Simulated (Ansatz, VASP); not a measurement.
## One calculation of Cu, two programs

The input INCAR:

```
ALGO = Normal ; EDIFF = 1E-6
EDIFFG = -0.005 ; ENCUT = 600
GGA = PS ; IBRION = 2
ISIF = 3 ; ISMEAR = 0
LASPH = T ; LCHARG = F
LREAL = F ; LWAVE = F
NELM = 100 ; NSW = 100
PREC = Accurate ; SIGMA = 0.1
```

KPOINTS

```
k-points
0
Gamma
  18 18 10
```

Contents of POSCAR:

```
Cu
1.0
    2.5340966698      0.0000000000      0.0000000000
   -1.2670483349      2.1945920917      0.0000000000
    0.0000000000      0.0000000000      4.1125710000
Cu
2
Direct
    0.3333333300      0.6666666700      0.2500000000
    0.6666666700      0.3333333300      0.7500000000
```

Input for Ansatz:

```yaml
crystal:
  lattice:
    - [2.5340966698, 0.0, 0.0]
    - [-1.2670483349, 2.1945920917, 0.0]
    - [0.0, 0.0, 4.112571]
  atoms:
    - { symbol: Cu, position: [0.33333333, 0.66666667, 0.25] }
    - { symbol: Cu, position: [0.66666667, 0.33333333, 0.75] }
basis:
  ecutwfc: 420
kpoints:
  mp_grid: { grid: [18, 18, 10] }
hamiltonian:
  xc: pbesol
scf:
  occupations: { method: gaussian, width: 0.1 }
output:
  forces: true
  stress: true
  eigenvalues: true
relax:
  adjacent_minimum: "off"
  f_tol: 0.005
  max_steps: 80
  cell: { stress_tol: 0.05 }
```

This isn't the form of Cu at room conditions, which is fcc.

Alike in both runs: task relaxation of cell and atoms; functional PBEsol; k mesh 18 × 18 × 10; occupations gaussian, width 0.1 eV; no spin polarisation.

|  | VASP | Ansatz |
| --- | --- | --- |
| version | VASP 6.6.1 | Ansatz 0.2.0 |
| potentials or method | VASP PAW PBE potentials, release 64 (Cu) | scalar-relativistic, plane waves, PAW |
| plane-wave cutoff (eV) | 600 | 420 |
| valence electrons in the cell | 22 | 38 |

Ansatz gave:

* gap on the k mesh at the Fermi level, each at its own relaxed structure (eV): none
* relaxed volume (Å³/atom): 11.32
* relaxed cell length with the largest relative difference (Å): 2.521

**Question.** Which values does VASP return?

**Answer.** gap on the k mesh at the Fermi level, each at its own relaxed structure (eV): none; relaxed volume (Å³/atom): 11.38; relaxed cell length with the largest relative difference (Å): 2.525.

A gap of «none» marks a metal or a gap that the smearing closes. The two sets of potentials don't hold the same shells in valence.

Caveats: the PAW data sets were made with another functional, which shifts forces and pressure a little (VASP).
